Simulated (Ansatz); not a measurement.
Crystal: HfO2.

```xyz
12
Lattice="5.5564 0.0000 0.0000 0.0000 3.3336 0.0000 0.0000 0.0000 6.5050" Properties=species:S:1:pos:R:3 pbc="T T T"
Hf    4.1600    2.5002    3.9542
Hf    1.3964    0.8334    2.5508
Hf    1.3818    2.5002    5.8033
Hf    4.1746    0.8334    0.7017
O     3.5533    0.8334    2.7542
O     2.0031    2.5002    3.7508
O     0.7751    0.8334    0.4983
O     4.7813    2.5002    6.0067
O     2.8937    0.8334    5.4736
O     2.6627    2.5002    1.0313
O     0.1155    0.8334    4.2838
O     5.4409    2.5002    2.2212
```

Measurements of this composition are mostly on another form, of space group No. 14.

- Program: Ansatz 0.2.0
- Task: relaxation of cell and atoms
- Functional: PBE
- Potentials or basis: Ansatz PAW
- Cutoff: 420 eV (not typed: the program's choice for these potentials)
- k mesh: 5 × 8 × 4
- Occupations: fermi-dirac, width 0.05 eV
- Spin: no spin polarisation
- Hubbard terms: Hf d U = 3.5 eV

At the start: volume 10.04 Å³/atom.

Task: How do energy, volume and symmetry change on relaxing?

Result: It ends after 11 steps and the volume is 10.46 Å³/atom (+4.2 %); space group Pnma (No. 62, to 0.05 Å).

The path:
| step | energy change (eV) | largest force (eV/Å) | volume (Å³) |
| --- | --- | --- | --- |
| 1 | 0.0000 | 0.1426 | 120.49 |
| 2 | -0.0746 | 0.2308 | 125.57 |
| 3 | -0.0884 | 0.1512 | 124.69 |
| 4 | -0.0945 | 0.0527 | 125.08 |
| 5 | -0.0951 | 0.0140 | 125.20 |
| 6 | -0.0951 | 0.0031 | 125.21 |
| 7 | -0.1285 | 0.0037 | 125.21 |
| 8 | -0.1272 | 0.0031 | 125.53 |
| 9 | -0.1291 | 0.0031 | 125.53 |
| 10 | -0.1289 | 0.0003 | 125.57 |
| 11 | -0.1291 | 0.0003 | 125.57 |

Final structure:
```
Hf O
1.0
     5.59663    0.00000    0.00000
     0.00000    3.39559    0.00000
     0.00000    0.00000    6.60755
Hf O
4 8
Direct
  0.75238 0.75000 0.60213
  0.24762 0.25000 0.39787
  0.25238 0.75000 0.89787
  0.74762 0.25000 0.10213
  0.63834 0.25000 0.41980
  0.36166 0.75000 0.58020
  0.13834 0.25000 0.08020
  0.86166 0.75000 0.91980
  0.51481 0.25000 0.84417
  0.48519 0.75000 0.15583
  0.01481 0.25000 0.65583
  0.98519 0.75000 0.34417
```

Caveat: the plane-wave basis is chosen anew once the cell has moved, so the energies of steps on either side of that aren't comparable; the pressure holds a Pulay correction of +0.9 GPa for the finite cutoff.
